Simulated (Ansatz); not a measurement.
# As (R-3m) in Ansatz: further runs

Aim: see how the results for As move with the level of theory and the settings. Levels: HSEsol, r2SCAN0. Tasks: relaxation of cell and atoms, single point.

All numbers are computed with Ansatz 0.2.0; they aren't measurements. Logs are shortened: lines on timing, memory, paths and dates and some standing lists are left out, and cuts for length are marked.

## (1) The structure

It takes space group R-3m (No. 166, trigonal). The conventional cell has a = 3.762 Å, b = 3.762 Å, c = 10.542 Å, α = 90.00°, β = 90.00°, γ = 120.00°. Around As (site symmetry 3m) lie 3 As at 2.51 Å.

## (2) Relaxation of cell and atoms, HSEsol

Contents of input:

```
crystal:
  lattice:
    - [1.8807968987, 1.0858785957, 3.5140619945]
    - [-1.8807968987, 1.0858785957, 3.5140619945]
    - [0.0, -2.1717571915, 3.5140619945]
  atoms:
    - { symbol: As, position: [0.226, 0.226, 0.226] }
    - { symbol: As, position: [0.774, 0.774, 0.774] }
hamiltonian:
  xc:
    exchange: hjs_pbesol
    correlation: pbesol
    exx: { coeff: 0.25, omega: 0.207 }
  pseudopotentials: { kind: paw }
kpoints:
  mp_grid: { grid: [5, 5, 5] }
scf:
  occupations: { method: fermi_dirac, width: 0.05 }
output:
  forces: true
  stress: true
  eigenvalues: true
relax:
  f_tol: 0.01
  max_steps: 40
  cell: { stress_tol: 0.05 }
```

Potentials or basis: Ansatz PAW.

The program printed:

```text
GPUs: using 1 of 1 available (devices: 1).
Engine: ansatz 0.2.0, x86_64-unknown-linux-gnu
Pseudopotentials: kind: paw
Pseudopotential: As, paw, valence charge 15, recommended cutoff 420 eV (normal), As.paw.azcp
Functional definition: unnamed
  parameter a_1 = 0.25
  parameter omega_1 = 0.207/angstrom
  exchange = pbe_x(mu = 0.12345679012345678) + (-a_1)*hjs_pbesol_x_sr(omega_1) + a_1*exact_x_sr(omega_1)
  correlation = pbe_c(beta = 0.046)
device memory: the entry about to start is reckoned to put 0.5 GiB on a device that reports 56.3 GiB free (of which the cap on the GPU budget leaves the run 18.0 GiB)
GPU FFT provider: cuFFT
GPU libraries: cuBLAS 13.8.2, cuFFT 12.4.0, cuSOLVER 12.3.4
Crystal: 2 atoms, lattice volume = 43.061 Å³
Basis set: ecut = 420 eV, 845 PW (Γ), exchange–correlation on 60×60×60 points (8 copies of the dense FFT grid, shifted against one another)
Bands: 19, of which v1, the nominal top of the filled ones, is band 15 counted from 1 (14 counted from 0)
Symmetry: 12 space group operations
Space group: R-3m (ITA 166), of the structure as read, at distance tolerance 3.5e-5 Å
k-points: 19 of 125
Non-local potential: As, projectors of the file, l = 0: 2, l = 1: 2, l = 2: 3, l = 3: 1
PAW form: soft (Blöchl's): semilocal exchange-correlation on the pseudo side does not see the compensation charge
PAW frozen core: As, regenerated for the run's functional, and the local potential with it (the file was generated under x = pbe(κ = 0.804, μ = 0.2195149727645171), c = pbe(β = 0.06672455060314922))
PAW one-centre angular grid: As, 590 points (default); XC on 64 Gauss nodes
Initial density: superposition of atomic densities (neutral atoms: chi_scale 0, normalization atom), corrected by the library's trained network
Initial wavefunctions: pseudopotential atomic-orbital guess
GPU buffer pool allocated for 27000 grid points (all kernels)
GPU transforms: local potential and band sums: pruned to the plane-wave sphere, on 27×27×27
Functional: x = pbesol(κ = 0.804, μ = 0.12345679012345678), c = pbesol(β = 0.046), warm-up for x = hjs_pbesol + 0.25 (exact − hjs_pbesol) at short range (ω = 0.207 Å⁻¹), c = pbesol(β = 0.046)
SCF iter   1: F=—  HF=-9626.089115 eV  |F-HF|=—  |Δ(HF+E_count)|=         —  Δρ=3.32e-3  dr2=4.63e-3  ethr=1.77e-3  ⟨swp⟩=6.7  Hψ=1431  notcnv=0
preconditioner: auto → Kerker (q_TF=auto, 2.569 Å⁻¹)  [metal: Δε(μ)=0.082 eV  Ē_g=10.248 eV  σ=0.050 eV  W_gap=0.39  n_scr=14 (ndim 8)  ℏωp=17.9 eV  f_vac=0.007  D(μ)=0.82/eV (n_scr^D=2)]
SCF iter   2: F=—  HF=-9626.087440 eV  |F-HF|=—  |Δ(HF+E_count)|=   1.67e-3  Δρ=1.97e-3  dr2=1.82e-3  ethr=1.54e-5  ⟨swp⟩=3.2  Hψ=908  notcnv=0
SCF iter   3: F=—  HF=-9626.087275 eV  |F-HF|=—  |Δ(HF+E_count)|=   1.65e-4  Δρ=1.01e-3  dr2=5.92e-4  ethr=6.07e-6  ⟨swp⟩=2.0  Hψ=647  notcnv=0
iter 4 solved again at ethr=1.01e-7 eV; its pass at ethr=1.97e-6 eV (dr2=3.03e-5 eV) is discarded
SCF iter   4: F=—  HF=-9626.087237 eV  |F-HF|=—  |Δ(HF+E_count)|=   3.80e-5  Δρ=2.86e-4  dr2=3.55e-5  ethr=1.01e-7  ⟨swp⟩=4.0  Hψ=1774  notcnv=0
eigensolver tolerance schedule calibrated: the retry pair's looser diagonalisation under-reported the residual by θ = 0.14 (0.11/decade); ethr = c·dr2/N_el runs at the constant in force after the calibration composes with the one it found (an armed cap, an earlier calibration), c = 7.9e-2
SCF iter   5: F=—  HF=-9626.087239 eV  |F-HF|=—  |Δ(HF+E_count)|=   2.57e-6  Δρ=9.35e-5  dr2=3.65e-6  ethr=9.39e-8  ⟨swp⟩=3.0  Hψ=924  notcnv=0
SCF iter   6: F=—  HF=-9626.087239 eV  |F-HF|=—  |Δ(HF+E_count)|=   8.23e-7  Δρ=3.73e-5  dr2=4.12e-7  ethr=9.67e-9  ⟨swp⟩=3.0  Hψ=850  notcnv=0
SCF iter   7: F=—  HF=-9626.087239 eV  |F-HF|=—  |Δ(HF+E_count)|=   1.47e-7  Δρ=5.15e-6  dr2=1.70e-8  ethr=1.09e-9  ⟨swp⟩=4.0  Hψ=881  notcnv=0
SCF iter   8: F=—  HF=-9626.087239 eV  |F-HF|=—  |Δ(HF+E_count)|=   7.32e-9  Δρ=1.84e-6  dr2=2.45e-9  ethr=4.50e-11  ⟨swp⟩=3.9  Hψ=876  notcnv=0
SCF iter   9: F=—  HF=-9626.087239 eV  |F-HF|=—  |Δ(HF+E_count)|=  2.91e-11  Δρ=5.12e-7  dr2=1.72e-10  ethr=6.50e-12  ⟨swp⟩=3.0  Hψ=745  notcnv=0
SCF iter  10: F=-9626.087239 eV  HF=-9626.087239 eV  |F-HF|=1.82e-12  |Δ(HF+E_count)|=  4.73e-11  Δρ=1.37e-7  dr2=7.91e-12  ethr=1.00e-12  ⟨swp⟩=3.2  Hψ=806  notcnv=0
SCF 1 converged in 10 iterations: F = -9626.087239 eV  dr2 = 7.91e-12
device memory: the entry about to start is reckoned to put 1.1 GiB on a device that reports 56.3 GiB free (of which the cap on the GPU budget leaves the run 18.0 GiB)
[... 270 lines left out ...]
SCF iter   2: F=—  HF=-9652.719788 eV  |F-HF|=—  |Δ(HF+E_count)|=   1.05e-6  Δρ=2.34e-5  dr2=9.76e-8  ethr=4.03e-10  ⟨swp⟩=4.0  Hψ=1123  notcnv=0
iter 3 solved again at ethr=2.81e-11 eV; its pass at ethr=2.85e-10 eV (dr2=8.44e-9 eV) is discarded
SCF iter   3: F=—  HF=-9652.719788 eV  |F-HF|=—  |Δ(HF+E_count)|=   2.53e-8  Δρ=8.19e-6  dr2=2.89e-8  ethr=2.81e-11  ⟨swp⟩=2.1  Hψ=1301  notcnv=0
SCF iter   4: F=—  HF=-9652.719793 eV  |F-HF|=—  |Δ(HF+E_count)|=   5.52e-6  Δρ=9.31e-6  dr2=1.51e-8  ethr=2.70e-11  ⟨swp⟩=5.6  Hψ=1389  notcnv=0  defer=34
SCF iter   5: F=-9652.719793 eV  HF=-9652.719793 eV  |F-HF|=2.73e-11  |Δ(HF+E_count)|=   1.68e-7  Δρ=1.64e-6  dr2=3.28e-10  ethr=2.70e-11  ⟨swp⟩=4.2  Hψ=1169  notcnv=0
SCF 18 stopped early in 5 iterations: F = -9652.719793 eV  dr2 = 3.28e-10
  Residual-converged pass: ⟨swp⟩=2.1  Hψ=579  notcnv=0  max |occ|·‖R‖ = 9.1e-7 eV (tolerance 9.5e-7 eV)  dr2=3.27e-10  dr2_onsite=2.76e-10  max |Δocc| = 1.1e-14
hybrid outer 1: dexx = +5.742e-6 eV, tail = 1.79e-8 eV
GPU FFT provider: cuFFT
GPU libraries: cuBLAS 13.8.2, cuFFT 12.4.0, cuSOLVER 12.3.4
GPU buffer pool allocated for 19683 grid points (all kernels)
GPU transforms: local potential and band sums: pruned to the plane-wave sphere, on 27×27×27
Exchange kernel: α = 0.2500, screened, ω = 0.2070 Å⁻¹, Wigner–Seitz truncation, v(0) = 1051.5056 eV·Å³, q-mesh 5×5×5, nearest image of the exchange supercell L = 18.83 Å, pair-density grid 15×15×15, without the augmentation charges, whose exchange is taken in its separable form by FFT convolution over the k-point mesh (sized by the pseudopotential files, 24×24×24 at the most), smooth part of the exact exchange by density-matrix convolution in up to 1.39 GiB of GPU memory as planned if the GPU has room (build and FFT work areas not counted)
Frozen-core exchange: fock
SCF iter   1: F=—  HF=-9652.719793 eV  |F-HF|=—  |Δ(HF+E_count)|=         —  Δρ=1.40e-6  dr2=4.19e-10  ethr=2.98e-10  ⟨swp⟩=8.9  Hψ=988  notcnv=0
SCF iter   2: F=—  HF=-9652.719793 eV  |F-HF|=—  |Δ(HF+E_count)|=  1.02e-10  Δρ=3.47e-7  dr2=3.47e-11  ethr=1.12e-12  ⟨swp⟩=4.0  Hψ=1123  notcnv=0
SCF iter   3: F=-9652.719793 eV  HF=-9652.719793 eV  |F-HF|=5.46e-12  |Δ(HF+E_count)|=  2.35e-10  Δρ=1.51e-7  dr2=5.47e-12  ethr=1.00e-12  ⟨swp⟩=3.3  Hψ=759  notcnv=0
SCF 19 converged in 3 iterations: F = -9652.719793 eV  dr2 = 5.47e-12
  Residual-converged pass: ⟨swp⟩=4.0  Hψ=1107  notcnv=0  max |occ|·‖R‖ = 9.6e-9 eV (tolerance 1.0e-8 eV)  dr2=5.38e-12  dr2_onsite=4.65e-12  max |Δocc| = 1.2e-14
hybrid outer 2: dexx = +3.038e-10 eV, tail = 3.26e-11 eV, Δε = 6.11e-5 eV (about 3.81e-6 eV left of the loop's levels), ΔF = 4.84e-5 eV/Å (tail 2.06e-5)
relax step   6: F+E_penalty+E_count = -9652.71979304 eV  Δ(F+E_penalty+E_count) = +3.992e-4 eV  max|allowed force component| = 8.750e-4 eV/Å  Δτ_max = 0.0000 Å  P = +0.033 GPa  Ω = 41.542 Å³  stress off target by 4.06e-2 GPa  SCF on the basis re-selected at this cell (its energy is not comparable with the rows above)  (8 SCF iters)
basis re-selected at this cell: Δ(F+E_penalty+E_count) = +3.992e-4 eV, ΔP = -0.000 GPa vs the last step (what re-selecting the basis moved, of the pressure what is left beyond the Pulay correction that the steps carried, after the strain that the cell walked since its last selection, with what the two solves' SCF thresholds leave and, on support functions, any second-order correction that the steps lacked; it is no measure of the basis error at this ecutwfc). The dense FFT grid was sized anew with the basis: this SCF ran on 27×27×27 points, the steps before it on 30×30×30, so part of this shift can come from that change (see relax.cell in the input reference). This SCF's stress stands 4.06e-2 GPa from its target on what of the cell is left free (relax.cell.stress_tol is 5.00e-2 GPa) and its largest allowed force component is 8.75e-4 eV/Å (relax.f_tol is 1.00e-2 eV/Å): within both
hybrid SCF converged: 2 outer / 8 inner (+0 warm-up), last move |dexx| = 3.04e-10 eV, tail = 3.26e-11 eV
Stability not checked: this state was not tested for a lower state beside it, because the functional holds exact exchange (a hybrid, or Hartree-Fock), whose exchange loop this test does not read (fock_operator; see scf.lower_state_search)
Free energy (F): -9652.719793 eV
Frozen-core exchange: fock
Harris-Foulkes:  -9652.719793 eV  (|F-HF|=3.64e-12)
Internal energy: -9652.718662 eV  (E = F + TS)
E sigma→0 (E₀):  -9652.719227 eV
Entropy (-TS):   -0.001131 eV (-0.566 meV/atom)
Fermi energy:    11.350823 eV
--- Per-component energies (eV) ---
  E_band       = -542.631819
  E_kinetic    = 203.973884
  E_local      = -3268.038913  (includes V_loc(G=0)·N_el)
  E_nonlocal   = -1337.167461
  E_hartree    = 1820.098361
  E_xc         = -127.776697
  E_vxc        = -127.728416  (∫ρ·V_xc dr)
  E_exx        = -122.075786  (= α·E_x^exact, valence–valence)
  E_paw        = -3516.589938  (= ΣΔE_a)
  E_vpaw       = 590.284039  (= ΣTr[D̂ρ^β])
  E_aug_tail   = 0.000015  (compensation charges beyond the density's cutoff)
  E_ewald      = -3305.034703
  E_core_change = -0.107423  (= ΣΔE_core)
  E_smearing   = -0.001131  (= −TS)
  E_closure    = -0.000000  (closes the sum)
  Σ components = -9652.719793   (vs F -9652.719793, Δ=1.82e-12)
--- Forces (eV/Å), atoms counted from 1 ---
  atom   1  As     0.00000000     0.00000000    -0.00087504
  atom   2  As    -0.00000000    -0.00000000     0.00087504
  max |Σ_I F_I| component: 1.16e-18 eV/Å
--- Stress (GPa, compression-positive) ---
        0.040624       0.000000      -0.000000
        0.000000       0.040624       0.000000
       -0.000000       0.000000       0.019059
  P = ⅓ Tr σ = 0.0334 GPa (0.334 kbar)
--- Band table (eV; the first three rows and the last of 19) ---
  k-point 0: bands = ["-29.0804", "-29.0804", "-29.0278", "-29.0278", "-28.9876", "-28.9500", "-28.9500", "-28.9351", "-28.9082", "-28.9082", "-5.9262", "5.1114", "8.3739", "8.5666", "8.5666", "13.2794", "14.6778", "14.6778", "18.3499"]
  k-point 1: bands = ["-29.0755", "-29.0685", "-29.0229", "-29.0184", "-28.9849", "-28.9563", "-28.9517", "-28.9459", "-28.9150", "-28.9148", "-5.3249", "2.9070", "8.1617", "8.2576", "9.3152", "13.1461", "13.8696", "13.9624", "17.2912"]
  k-point 2: bands = ["-29.0664", "-29.0414", "-29.0114", "-28.9971", "-28.9812", "-28.9767", "-28.9718", "-28.9496", "-28.9280", "-28.9275", "-3.6021", "-0.4779", "7.8736", "8.0824", "10.2766", "11.5335", "12.1170", "12.7676", "19.6674"]
  k-point 18: bands = ["-29.0662", "-29.0591", "-29.0182", "-29.0138", "-28.9819", "-28.9579", "-28.9524", "-28.9491", "-28.9271", "-28.9260", "-3.7420", "-0.0402", "5.3670", "7.8209", "9.5849", "13.3714", "13.5694", "16.3379", "19.0647"]
--- Relaxed structure (5 steps of the walk, 5 accepted, 1 SCFs on fresh bases) ---
  F+E_penalty+E_count = -9652.71979304 eV   max|allowed force component| = 8.750e-4 eV/Å   (the final SCF, on the basis selected at the relaxed cell)
  cell:  # Å, volume = 41.5425 Å³
    - [1.8828740752472137, 1.0870778541781032, 3.382666772672286]
    - [-1.8828740752472137, 1.0870778541781032, 3.382666772672286]
    - [1.4065328258252893e-32, -2.174155708404337, 3.3826667726568185]
  atoms:
    - { symbol: As, position: [0.2273330899272153, 0.2273330899272153, 0.2273330899272153] }
    - { symbol: As, position: [0.7726669100727848, 0.7726669100727848, 0.7726669100727848] }
```

It took 45 s on 1 × NVIDIA H100 80GB HBM3 with 2 threads of AMD EPYC 7R13 (Zen 3), shared host; peak memory 1.7 GiB.

Results:

* Free energy: -9652.7198 eV
* Relaxed volume: 20.77 Å³/atom
* Relaxed cell: a = 4.021 Å, b = 4.021 Å, c = 4.021 Å, α = 55.84°, β = 55.84°, γ = 55.84°
* Space group after relaxing (to 0.05 Å): R-3m (No. 166)
* Energy gained by relaxing: 5.4 meV/atom
* Ionic steps: 6
* Pressure after relaxing: 0.0 GPa
* Band gap on the k mesh: 0.37 eV, indirect (least direct gap 0.82 eV)

The path:
```
step  energy change (eV)  largest force (eV/Å)  volume (Å³)
   1              0.0000                0.0711        43.06
   2             -0.0087                0.0565        41.25
   3             -0.0104                0.1110        41.48
   4             -0.0111                0.0212        41.60
   5             -0.0112                0.0009        41.54
   6             -0.0108                0.0009        41.54
```

Final structure:
```xyz
2
Lattice="1.8829 1.0871 3.3827 -1.8829 1.0871 3.3827 0.0000 -2.1742 3.3827" Properties=species:S:1:pos:R:3 pbc="T T T"
As    0.0000    0.0000    2.3070
As    0.0000    0.0000    7.8410
```

Caveat: odd divisions of the mesh miss points on the zone boundary, where band edges often lie, so the gap on the mesh can be too wide; the plane-wave basis is chosen anew once the cell has moved, so the energies of steps on either side of that aren't comparable; the PAW data sets come from PBE, with cores solved anew for the run's functional, which leaves a small shift of forces and pressure. A k mesh can miss the band edges.

## (3) Single point, r2SCAN0

input: that of step 2 with these lines changed.

```diff
@@ -9,6 +9,3 @@
 hamiltonian:
-  xc:
-    exchange: hjs_pbesol
-    correlation: pbesol
-    exx: { coeff: 0.25, omega: 0.207 }
+  xc: r2scan0
   pseudopotentials: { kind: paw }
@@ -22,5 +19 @@
   eigenvalues: true
-relax:
-  f_tol: 0.01
-  max_steps: 40
-  cell: { stress_tol: 0.05 }
```

Potentials or basis: Ansatz PAW.

The program printed:

```text
Warning: output.stress: scf.convergence.dr2_threshold = 1e-7 eV (the SCF's general default) is looser than the 2e-10 eV advised for a printed stress (1e-10 eV for each atom of the cell: 2). What an SCF threshold leaves in a stress goes as its square root, and in the free energy as the threshold itself, and one threshold admits the most on a small cell: of the crystals measured, under no hybrid functional and no lock of the moments, on runs that ended without the residual-converged pass, on stresses that held no estimate of that error, the worst erred by over 100 MPa in a component at 1e-7 eV an atom and by under 5 at 1e-10. Set scf.convergence.dr2_threshold to 2e-10 eV or tighter. The threshold is an SCF's pass mark: one that does not reach it within its budget of iterations ends unconverged, or closes short of it on a stop that the run arms, and scf.convergence.dr2_threshold's page says what that costs each kind of run
Warning: output.stress: scf.exx.energy_threshold = 1e-6 eV is looser than the 2e-8 eV advised for a stress under a hybrid functional (1e-8 eV for each atom of the cell: 2). Every SCF of the exchange loop can meet its threshold on dr2 while the loop round them stops early: no threshold on dr2 bounds what that leaves in the stress. Set scf.exx.energy_threshold to 2e-8 eV or tighter. The threshold is the loop's pass mark: a loop that does not reach it within its budget of cycles ends unconverged, and scf.exx.energy_threshold's page has the law
GPUs: using 1 of 1 available (devices: 1).
Engine: ansatz 0.2.0, x86_64-unknown-linux-gnu
Pseudopotentials: kind: paw
Pseudopotential: As, paw, valence charge 15, recommended cutoff 500 eV (meta_gga), As.paw.azcp
Functional definition: r2SCAN0
  parameter a = 0.25
  parameter k0 = 0.174
  parameter k1 = 0.065
  parameter a1 = 4.9479
  exchange = (1 - a)*r2scan_x(k0 = k0, k1 = k1, a1 = a1) + a*exact_x
  correlation = r2scan_c
device memory: the entry about to start is reckoned to put 0.8 GiB on a device that reports 65.1 GiB free (of which the cap on the GPU budget leaves the run 18.0 GiB)
GPU FFT provider: cuFFT
GPU libraries: cuBLAS 13.8.2, cuFFT 12.4.0, cuSOLVER 12.3.4
Crystal: 2 atoms, lattice volume = 43.061 Å³
Basis set: ecut = 500 eV, 1111 PW (Γ), exchange–correlation on 128×128×128 points (64 copies of the dense FFT grid, shifted against one another)
Bands: 19, of which v1, the nominal top of the filled ones, is band 15 counted from 1 (14 counted from 0)
Symmetry: 12 space group operations
Space group: R-3m (ITA 166), of the structure as read, at distance tolerance 3.5e-5 Å
k-points: 19 of 125
Non-local potential: As, projectors of the file, l = 0: 2, l = 1: 2, l = 2: 3, l = 3: 1
PAW form: soft (Blöchl's): semilocal exchange-correlation on the pseudo side does not see the compensation charge
PAW frozen core: As, regenerated for the run's functional, and the local potential with it (the file was generated under x = pbe(κ = 0.804, μ = 0.2195149727645171), c = pbe(β = 0.06672455060314922))
PAW one-centre angular grid: As, 590 points (default); XC on 160 Gauss nodes
[... 57 lines left out ...]
  Residual-converged pass: ⟨swp⟩=3.0  Hψ=713  notcnv=0  max |occ|·‖R‖ = 2.7e-7 eV (tolerance 2.7e-7 eV)  dr2=1.01e-10  dr2_τ=1.24e-12  dr2_onsite=6.61e-12  max |Δocc| = 2.5e-16
hybrid outer 2: dexx = +3.426e-6 eV, tail = 3.53e-8 eV, Δε = 3.98e-3 eV (about 1.60e-4 eV left of the loop's levels), ΔF = 1.42e-3 eV/Å (tail 6.61e-4)
hybrid SCF converged: 2 outer / 15 inner (+7 warm-up), last move |dexx| = 3.43e-6 eV, tail = 3.53e-8 eV
Stability not checked: this state was not tested for a lower state beside it, because the functional holds exact exchange (a hybrid, or Hartree-Fock), whose exchange loop this test does not read (fock_operator; see scf.lower_state_search)
Free energy (F): -9727.359295 eV
Frozen-core exchange: fock
Harris-Foulkes:  -9727.359295 eV  (|F-HF|=2.18e-11)
Internal energy: -9727.359251 eV  (E = F + TS)
E sigma→0 (E₀):  -9727.359273 eV
Entropy (-TS):   -0.000043 eV (-0.022 meV/atom)
Fermi energy:    10.927696 eV
--- Per-component energies (eV) ---
  E_band       = -583.214613
  E_kinetic    = 203.260724
  E_local      = -3345.195461  (includes V_loc(G=0)·N_el)
  E_nonlocal   = -1341.319063
  E_hartree    = 1854.735470
  E_xc         = -115.237521
  E_vxc        = -128.616840  (∫ρ·V_xc dr)
  E_exx        = -134.535470  (= α·E_x^exact, valence–valence)
  E_paw        = -3589.165013  (= ΣΔE_a)
  E_vpaw       = 582.646360  (= ΣTr[D̂ρ^β])
  E_aug_tail   = -0.000012  (compensation charges beyond the density's cutoff)
  E_vtau       = 5.609532  (kinetic-family band-sum trace: ∫τ·v_τ [+ j·A + Jᵃ·Aᵃ] dr)
  E_ewald      = -3256.407433
  E_core_change = -3.495473  (= ΣΔE_core)
  E_smearing   = -0.000043  (= −TS)
  E_closure    = -0.000000  (closes the sum)
  Σ components = -9727.359295   (vs F -9727.359295, Δ=0.00e0)
--- Forces (eV/Å), atoms counted from 1 ---
  atom   1  As     0.00000000     0.00000000    -0.20822708
  atom   2  As    -0.00000000    -0.00000000     0.20822708
  max |Σ_I F_I| component: 4.34e-19 eV/Å
--- Stress (GPa, compression-positive) ---
       -0.258977      -0.000000      -0.000000
        0.000000      -0.258977      -0.000000
       -0.000000      -0.000000       0.047353
  P = ⅓ Tr σ = -0.1569 GPa (-1.569 kbar)
--- Band table (eV; the first three rows and the last of 19) ---
  k-point 0: bands = ["-30.5986", "-30.5986", "-30.5467", "-30.5467", "-30.4994", "-30.4669", "-30.4669", "-30.4461", "-30.4265", "-30.4265", "-7.0918", "3.7875", "7.2031", "7.7233", "7.7233", "12.9592", "14.4369", "14.4369", "18.7650"]
  k-point 1: bands = ["-30.5948", "-30.5869", "-30.5419", "-30.5371", "-30.4982", "-30.4730", "-30.4666", "-30.4593", "-30.4321", "-30.4310", "-6.4846", "1.7781", "6.9768", "7.3309", "8.2320", "12.9025", "13.8411", "13.9176", "17.5326"]
  k-point 2: bands = ["-30.5879", "-30.5620", "-30.5286", "-30.5154", "-30.4965", "-30.4927", "-30.4886", "-30.4633", "-30.4426", "-30.4406", "-4.7573", "-1.5431", "6.8060", "6.8319", "9.3924", "11.3050", "12.0443", "12.8822", "19.5071"]
  k-point 18: bands = ["-30.5878", "-30.5798", "-30.5382", "-30.5336", "-30.4961", "-30.4742", "-30.4675", "-30.4610", "-30.4407", "-30.4403", "-5.1411", "-1.0240", "4.4900", "6.9842", "9.0193", "13.3997", "13.4480", "16.2104", "19.2850"]
```

It took 12 s on 1 × NVIDIA H100 80GB HBM3 with 2 threads of AMD EPYC 7R13 (Zen 3), shared host; peak memory 1.9 GiB.

What came out:

```yaml
Free_energy: -9727.3593 eV
Pressure: -0.2 GPa
Largest_force: 0.208 eV/Å
Band_gap_on_the_k_mesh: 0.75 eV, indirect (least direct gap 1.13 eV)
```

Forces on the atoms (eV/Å):
```
As   0.000  0.000 -0.208
As   0.000  0.000  0.208
```

Stress tensor (GPa, compression positive):
```
-0.26  0.00  0.00
 0.00 -0.26  0.00
 0.00  0.00  0.05
```

Caveat: odd divisions of the mesh miss points on the zone boundary, where band edges often lie, so the gap on the mesh can be too wide; the PAW data sets come from PBE, with cores solved anew for the run's functional, which leaves a small shift of forces and pressure; the thresholds are loose for stress. A k mesh can miss the band edges.
